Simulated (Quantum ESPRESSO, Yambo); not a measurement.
Planning a run of Quantum ESPRESSO 7.5 on ZnSe (Stilleite). The input:

```
&control
  calculation = 'nscf'
  prefix = 'x'
  outdir = 'o'
  pseudo_dir = 'pseudo'
/
&system
  ibrav = 0
  nat = 2
  ntyp = 2
  ecutwfc = 104.0
  nbnd = 64
  force_symmorphic = .true.
  noncolin = .true.
  lspinorb = .true.
/
&electrons
  conv_thr = 1e-9
  electron_maxstep = 80
  diago_full_acc = .true.
  diago_thr_init = 5e-6
/
ATOMIC_SPECIES
  Zn 65.38 Zn.upf
  Se 78.971 Se.upf
CELL_PARAMETERS angstrom
  -0.0000000000 2.8338000000 2.8338000000
  2.8338000000 -0.0000000000 2.8338000000
  2.8338000000 2.8338000000 0.0000000000
ATOMIC_POSITIONS crystal
  Zn 0.0000000000 0.0000000000 0.0000000000
  Se 0.2500000000 0.2500000000 0.2500000000
K_POINTS automatic
  8 8 8 0 0 0
```

```sh
OMP_NUM_THREADS=1 mpirun -n 8 pw.x -nk 4 -in pw.in > pw.out
```

Estimate wall time and host memory on 8 MPI ranks of Arm Neoverse V2, shared host.

It took 18 s; on shared hardware allow 9.1 s to 37 s. Peak host memory was 0.67 GiB.

[Paths, hosts, dates, memory and timing lines, banners, echoed tables and standing remarks are left out of the program output.]

[Logs are printed without paths, hosts, clocks, repeated set-up lines and the standing remarks that a program may print on its own settings, such as how far it seeks lower states.]

[Runs of the session that timed out or met a known fault of the program may be left out.]

[Hosts, paths, dates, database ids (printed as entryN), source tags and the programs' standing remarks are cut or masked in the printed files.]
